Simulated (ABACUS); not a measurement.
# Zn (P6_3/mmc) in ABACUS: convergence with k mesh

Aim: find how far k mesh must go before the results for Zn settle, at PBEsol. This setting moves, with any that are tied to it; all else stays.

Everything below comes from runs of ABACUS 3.10.1. Logs are shortened: lines on timing, memory, paths and dates and some standing lists are left out, and cuts for length are marked.

### Step 1. The structure

It takes space group P6_3/mmc (No. 194, hexagonal). The conventional cell has a = 2.670 Å, b = 2.670 Å, c = 4.966 Å, α = 90.00°, β = 90.00°, γ = 120.00°. Around Zn (site symmetry -6m2) lie 12 Zn at 2.67 to 2.92 Å.

### Step 2. With k mesh 2 × 2 × 1

File INPUT:

```
INPUT_PARAMETERS
suffix              Zn
calculation         scf
basis_type          lcao
pseudo_dir          ./
orbital_dir         ./
symmetry            1
dft_functional      pbesol
ecutwfc             100
pseudo_rcut         7
nspin               1
nbands              24
ks_solver           genelpa
smearing_method     gauss
smearing_sigma      0.00734986
scf_thr             1e-07
scf_nmax            100
mixing_type         broyden
mixing_beta         0.7
cal_force           1
cal_stress          1
out_mul             1
```

File STRU:

```
ATOMIC_SPECIES
Zn 65.3800 Zn.upf

NUMERICAL_ORBITAL
Zn_confined-atom_7au_4s3p3d1f.orb

LATTICE_CONSTANT
1.8897261246

LATTICE_VECTORS
2.6700000000 0.0000000000 0.0000000000
-1.3350000000 2.3122878281 0.0000000000
0.0000000000 0.0000000000 4.9660000000

ATOMIC_POSITIONS
Direct

Zn
0.0
2
0.6666666667 0.3333333333 0.7500000000 1 1 1
0.3333333333 0.6666666667 0.2500000000 1 1 1
```

File KPT:

```
K_POINTS
0
Gamma
2 2 1 0 0 0
```

Potentials or basis: PseudoDojo NC SR 0.4 PBEsol stringent, TZDP LCAO (the cutoffs set its grid).

On the command line:

```bash
$ OMP_NUM_THREADS=1 mpirun -np 4 abacus > log
```

running log:

```text
ABACUS v3.10.1

               Atomic-orbital Based Ab-initio Computation at UStc

 ------------------------------------------------------------------------------------

 READING GENERAL INFORMATION
                           global_out_dir = OUT.Zn/
                           global_in_card = INPUT
                               pseudo_dir = ./
                              orbital_dir = ./
                                    DSIZE = 4
                                    GSIZE = 1

 READING UNITCELL INFORMATION
                                    ntype = 1
                  lattice constant (Bohr) = 1.88973
              lattice constant (Angstrom) = 1

 READING ATOM TYPE 1
                               atom label = Zn
                      L=0, number of zeta = 4
                      L=1, number of zeta = 3
                      L=2, number of zeta = 3
                      L=3, number of zeta = 1
             number of atom for this type = 2

                        TOTAL ATOM NUMBER = 2
DIRECT COORDINATES
    atom                   x                   y                   z     mag                  vx                  vy                  vz
taud_Zn1            0.6666666667        0.3333333333        0.7500000000  0.0000        0.0000000000        0.0000000000        0.0000000000
taud_Zn2            0.3333333333        0.6666666667        0.2500000000  0.0000        0.0000000000        0.0000000000        0.0000000000

                          Volume (Bohr^3) = 206.898
                             Volume (A^3) = 30.6591

 Lattice vectors: (Cartesian coordinate: in unit of a_0)
                +2.67                  +0                  +0
               -1.335            +2.31229                  +0
                   +0                  +0              +4.966
 Reciprocal vectors: (Cartesian coordinate: in unit of 2 pi/a_0)
[... 280 lines left out ...]
     Energy           Rydberg                 eV
----------------------------------------------------------
 E_KohnSham     -835.5524572017      -11368.2743958442
 E_KS(sigma->0) -835.5510399436      -11368.2551130589
 E_Harris       -835.5524639697      -11368.2744879269
 E_band         -77.1921648851       -1050.2532833934
 E_one_elec     -534.9013110680      -7277.7056981957
 E_Hartree      279.1567261165       3798.1221102096
 E_xc           -88.9366604697       -1210.0453434791
 E_Ewald        -490.8683772643      -6678.6068988085
 E_entropy(-TS) -0.0028345161        -0.0385655705
 E_descf        0.0000000000         0.0000000000
 E_exx          0.0000000000         0.0000000000
 E_Fermi        0.9186261131         12.4985494695
----------------------------------------------------------

 charge density convergence is achieved
 final etot is -11368.274396 eV
 EFERMI = 12.49854947 eV

 STATE ENERGY(eV) AND OCCUPATIONS    NSPIN == 1
 1/2 kpoint (Cartesian) = 0.0000 0.0000 0.0000 (854 pws)
       1       -111.563       0.500000
       2       -111.562       0.500000
       3       -65.8683       0.500000
       4       -65.8683       0.500000
       5       -65.8679       0.500000
       6       -65.8670       0.500000
[... 16 lines left out ...]
      23        31.6393        0.00000
      24        31.9124        0.00000

 2/2 kpoint (Cartesian) = 0.18727 0.32435 0.0000 (892 pws)
       1       -111.560        1.50000
       2       -111.560        1.50000
       3       -65.8962        1.50000
       4       -65.8949        1.50000
       5       -65.8760        1.50000
       6       -65.8739        1.50000
[... 19 lines left out ...]
 correction force for each atom along direction 1 is 6.11056e-14
 correction force for each atom along direction 2 is -3.23101e-14
 correction force for each atom along direction 3 is 8.77076e-14
------------------------------------------------------------------------------------------
 TOTAL-FORCE (eV/Angstrom)
------------------------------------------------------------------------------------------
                       Zn1         0.0000000000         0.0000000000         0.0000000000
                       Zn2         0.0000000000         0.0000000000         0.0000000000
------------------------------------------------------------------------------------------

----------------------------------------------------------------
 TOTAL-STRESS (KBAR)
----------------------------------------------------------------
       102.7778990715        -0.0000000000         0.0000000000
         0.0000000000       102.7778990719         0.0000000000
         0.0000000000         0.0000000000      -226.4462912794
----------------------------------------------------------------
 TOTAL-PRESSURE: -6.963498 KBAR

 --------------------------------------------
 !FINAL_ETOT_IS -11368.2743958441642462 eV
 --------------------------------------------
```

mulliken.txt:

```text
 0
CALCULATE THE MULLIkEN ANALYSIS FOR EACH ATOM
 Total charge:	40
Decomposed Mulliken populations
0                             Zeta of Zn              Spin 1
s                                      0              2.0040
[... 93 lines left out ...]
SUM OVER M+Zeta                                      10.1298

fz^3                                   0              0.0032
fxz^2                                  0              0.0028
fyz^2                                  0              0.0010
fzx^2-zy^2                             0              0.0004
fxyz                                   0              0.0007
fx^3-3*xy^2                            0              0.0000
f3yx^2-y^3                             0              0.0038
SUM OVER M                                            0.0119
SUM OVER M+Zeta                                       0.0119

SUM OVER M+Zeta+L                                    20.0000

Total Charge on atom:                 Zn             20.0000
```

It took 14 s on 4 MPI ranks of Intel Xeon Platinum 8488C (Sapphire Rapids), shared host; peak memory 0.44 GiB.

Results:

| Item | Value |
| --- | --- |
| Free energy | -11368.2744 eV |
| Pressure | -0.7 GPa |
| Band gap on the k mesh | none (metal or under the smearing width) |

### Step 3. With k mesh 4 × 4 × 2

INPUT is that of step 2.

STRU is that of step 2.

File KPT:

```
K_POINTS
0
Gamma
4 4 2 0 0 0
```

Potentials or basis: PseudoDojo NC SR 0.4 PBEsol stringent, TZDP LCAO (the cutoffs set its grid).

On the command line:

```bash
$ OMP_NUM_THREADS=1 mpirun -np 4 abacus > log
```

Run time: 14 s. Hardware: 4 MPI ranks of Intel Xeon Platinum 8488C (Sapphire Rapids), shared host; peak memory 0.44 GiB.

Results:

* Free energy: -11370.0114 eV
* Pressure: -7.1 GPa
* Band gap on the k mesh: none (metal or under the smearing width)

### Step 4. With k mesh 6 × 6 × 4

INPUT is that of step 3.

STRU is that of step 3.

File KPT:

```
K_POINTS
0
Gamma
6 6 4 0 0 0
```

On the command line:

```bash
$ OMP_NUM_THREADS=1 mpirun -np 4 abacus > log
```

Wall time 14 s (4 MPI ranks of Intel Xeon Platinum 8488C (Sapphire Rapids), shared host); peak memory 0.44 GiB.

Results:

* Free energy: -11369.6818 eV
* Pressure: -4.0 GPa
* Band gap on the k mesh: none (metal or under the smearing width)

### Step 5. With k mesh 7 × 7 × 4

INPUT is that of step 4.

STRU is that of step 4.

File KPT:

```
K_POINTS
0
Gamma
7 7 4 0 0 0
```

On the command line:

```bash
$ OMP_NUM_THREADS=1 mpirun -np 4 abacus > log
```

Wall time 16 s (4 MPI ranks of Intel Xeon Platinum 8488C (Sapphire Rapids), shared host); peak memory 0.44 GiB.

What came out:

```yaml
Free_energy: -11369.7937 eV
Pressure: -5.7 GPa
Band_gap_on_the_k_mesh: none (metal or under the smearing width)
```

### Step 6. With k mesh 8 × 8 × 5

INPUT is that of step 5.

STRU is that of step 5.

File KPT:

```
K_POINTS
0
Gamma
8 8 5 0 0 0
```

Potentials or basis: PseudoDojo NC SR 0.4 PBEsol stringent, TZDP LCAO (the cutoffs set its grid).

On the command line:

```bash
$ OMP_NUM_THREADS=1 mpirun -np 4 abacus > log
```

It took 21 s on 4 MPI ranks of Intel Xeon Platinum 8488C (Sapphire Rapids), shared host; peak memory 0.44 GiB.

Results (log left out):

- Free energy: -11369.6720 eV
- Pressure: -5.2 GPa
- Band gap on the k mesh: none (metal or under the smearing width)

### Step 7. With k mesh 10 × 10 × 6

INPUT is that of step 6.

STRU is that of step 6.

File KPT:

```
K_POINTS
0
Gamma
10 10 6 0 0 0
```

On the command line:

```bash
$ OMP_NUM_THREADS=1 mpirun -np 4 abacus > log
```

Run time: 16 s. Hardware: 4 MPI ranks of Intel Xeon Platinum 8488C (Sapphire Rapids), shared host; peak memory 0.44 GiB.

It converged, with:

| Quantity | Value |
| --- | --- |
| Free energy | -11369.7486 eV |
| Pressure | -5.4 GPa |
| Band gap on the k mesh | none (metal or under the smearing width) |

### Step 8. With k mesh 12 × 12 × 7

INPUT is that of step 7.

STRU is that of step 7.

File KPT:

```
K_POINTS
0
Gamma
12 12 7 0 0 0
```

On the command line:

```bash
$ OMP_NUM_THREADS=1 mpirun -np 4 abacus > log
```

It took 19 s on 4 MPI ranks of Intel Xeon Platinum 8488C (Sapphire Rapids), shared host; peak memory 0.44 GiB.

Results (log left out):

```yaml
Free_energy: -11369.7218 eV
Pressure: -5.3 GPa
Band_gap_on_the_k_mesh: none (metal or under the smearing width)
```

### Step 9. With k mesh 15 × 15 × 9

INPUT is that of step 8.

STRU is that of step 8.

File KPT:

```
K_POINTS
0
Gamma
15 15 9 0 0 0
```

Potentials or basis: PseudoDojo NC SR 0.4 PBEsol stringent, TZDP LCAO (the cutoffs set its grid).

On the command line:

```bash
$ OMP_NUM_THREADS=1 mpirun -np 4 abacus > log
```

It took 20 s on 4 MPI ranks of Intel Xeon Platinum 8488C (Sapphire Rapids), shared host; peak memory 0.48 GiB.

Results (log left out):

| Quantity | Value |
| --- | --- |
| Free energy | -11369.7279 eV |
| Pressure | -5.4 GPa |
| Band gap on the k mesh | none (metal or under the smearing width) |

### Step 10. Summary

| k mesh | energy less the tightest run, at zero smearing (meV/atom) | pressure (GPa) | SCF cycles | CPU time (s) |
| --- | --- | --- | --- | --- |
| 2 × 2 × 1 | 735.89 | -0.70 | 8 | 56 |
| 4 × 4 × 2 | -140.58 | -7.13 | 8 | 56 |
| 6 × 6 × 4 | 23.57 | -3.96 | 8 | 57 |
| 7 × 7 × 4 | -33.04 | -5.65 | 8 | 63 |
| 8 × 8 × 5 | 29.35 | -5.22 | 8 | 83 |
| 10 × 10 × 6 | -10.15 | -5.42 | 8 | 62 |
| 12 × 12 × 7 | 3.44 | -5.28 | 8 | 76 |
| 15 × 15 × 9 | 0.00 | -5.44 | 8 | 80 |

Not settled before the last step: the energy (to 1 meV/atom), the pressure (to 0.1 GPa). Meshes of other sizes hit other points, so gaps and Fermi surfaces needn't settle smoothly. The tightest run that finished is the yardstick and may itself not be fully converged.

Caveats: the atomic orbitals were generated for these runs and aren't a published set; the basis of atomic orbitals isn't converged, which shifts pressures, moduli and gaps.
